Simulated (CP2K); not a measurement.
Runs of CP2K 2026.2 on Ge. Symmetry: Pm-3m, No. 221, cubic system. The conventional cell has a = 2.710 Å, b = 2.710 Å, c = 2.710 Å, α = 90.00°, β = 90.00°, γ = 90.00°. Ge (site symmetry m-3m) has 6 Ge at 2.71 Å as nearest neighbours. The cell was built by a generator and needn't be a form met in nature.

```tsv
task	level	potentials or basis	smearing	EPS_DEFAULT	NGRIDS	basis sets	potentials	points a segment of the path (NPOINTS)	gap on the mesh (eV)	pressure (GPa)
band structure	r2SCAN	POTENTIAL_UZH Ge GTH-SCAN-q4; TZVP-MOLOPT-SCAN-GTH basis	fermi-dirac 0.1 eV	1.0E-9	5	Ge TZVP-MOLOPT-SCAN-GTH-q4	Ge GTH-SCAN-q4 of POTENTIAL_UZH	10	none	-5.8
band structure	M06-L	POTENTIAL_UZH Ge GTH-PBE-q4; TZVP-MOLOPT-PBE-GTH basis	fermi-dirac 0.05 eV	1.0E-9	5	Ge TZVP-MOLOPT-PBE-GTH-q4	Ge GTH-PBE-q4 of POTENTIAL_UZH	6	none	-5.5
single point	optB88-vdW	POTENTIAL_UZH Ge GTH-PBE-q4; TZVP-MOLOPT-PBE-GTH basis	fermi-dirac 0.05 eV	1.0E-9	5	Ge TZVP-MOLOPT-PBE-GTH-q4	Ge GTH-PBE-q4 of POTENTIAL_UZH	-	none	(a)
band structure	LDA	POTENTIAL_UZH Ge GTH-PBE-q4; TZVP-MOLOPT-PBE-GTH basis	fermi-dirac 0.05 eV	1.0E-9	5	Ge TZVP-MOLOPT-PBE-GTH-q4	Ge GTH-PBE-q4 of POTENTIAL_UZH	6	none	-0.3
single point	PBE	POTENTIAL_UZH Ge GTH-PBE-q4; TZVP-MOLOPT-PBE-GTH basis	fermi-dirac 0.05 eV	1.0E-10	5	Ge TZVP-MOLOPT-PBE-GTH-q4	Ge GTH-PBE-q4 of POTENTIAL_UZH	-	none	0.4
band structure	LDA	GTH_POTENTIALS Ge GTH-PADE-q4; TZVP-MOLOPT-PBE-GTH basis	fermi-dirac 0.05 eV	1.0E-10	5	Ge TZVP-MOLOPT-PBE-GTH-q4	Ge GTH-PADE-q4 of GTH_POTENTIALS	6	none	-5.8
single point	PBE	POTENTIAL_UZH Ge GTH-PBE-q4; TZVP-MOLOPT-PBE-GTH basis	fermi-dirac 0.05 eV	1.0E-9	5	Ge TZVP-MOLOPT-PBE-GTH-q4	Ge GTH-PBE-q4 of POTENTIAL_UZH	-	none	0.4
```

Alike in all rows: no spin polarisation; cell as given; k mesh 10 × 10 × 10.

**Question.** Estimate the missing entries.

**Answer.** (a) 3.1.

Caveats: the basis of atomic orbitals isn't converged, which shifts pressures, moduli and gaps; the potentials were made for another functional, which shifts forces and pressure (some runs).

A k mesh can miss the band edges, and the runs leave out spin-orbit coupling on Ge.

A gap of «none» marks a metal or a gap under the smearing width.

Not every run made on this cell is shown here.
